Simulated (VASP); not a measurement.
# Si (Fd-3m): G0W0 and the starting functional

```cif
data_structure
_symmetry_space_group_name_H-M 'P 1'
_symmetry_Int_Tables_number 1
_cell_length_a 3.8403
_cell_length_b 3.8403
_cell_length_c 3.8403
_cell_angle_alpha 60.000
_cell_angle_beta 60.000
_cell_angle_gamma 60.000
_cell_volume 40.05
loop_
_atom_site_label
_atom_site_type_symbol
_atom_site_fract_x
_atom_site_fract_y
_atom_site_fract_z
_atom_site_occupancy
Si1 Si 0.00000 0.00000 0.00000 1
Si2 Si 0.25000 0.25000 0.25000 1
```

Held fixed (VASP):

```yaml
datasets: PAW potentials of the _GW family
k_mesh: 6×6×6
bands_in_all: 403
response_cutoff: 180 eV
frequencies: real axis, 200 points
long-wave_heads: k·p
q_→_0_term: probe-charge (Ewald) weight
band_sums: cut at the band count
```

The gap is read from Γ to X, linearised, between the Kohn-Sham band edges among the points solved. ε∞ is the electronic dielectric constant on this mesh. Wave cutoffs: 306.7, 306.7 eV in the order of the table. The LDA run takes the potentials made with LDA, the others those of PBE.

| orbitals | KS gap (eV) | G0W0 gap (eV) | ε∞ |
| --- | --- | --- | --- |
| LDA | 0.60 | 1.19 | 16.3 |
| PBE | 0.71 | ? | ? |

(1) Fill in the row for PBE.

## Answers

(1) G0W0 gap 1.24 eV, ε∞ 15.3.

Band sums or response are cut, so the gap isn't at its basis limit. The gap is read among the points solved; the crystal's band edges can lie elsewhere. Meshes this coarse can overestimate the dielectric constant by a tenth and more.
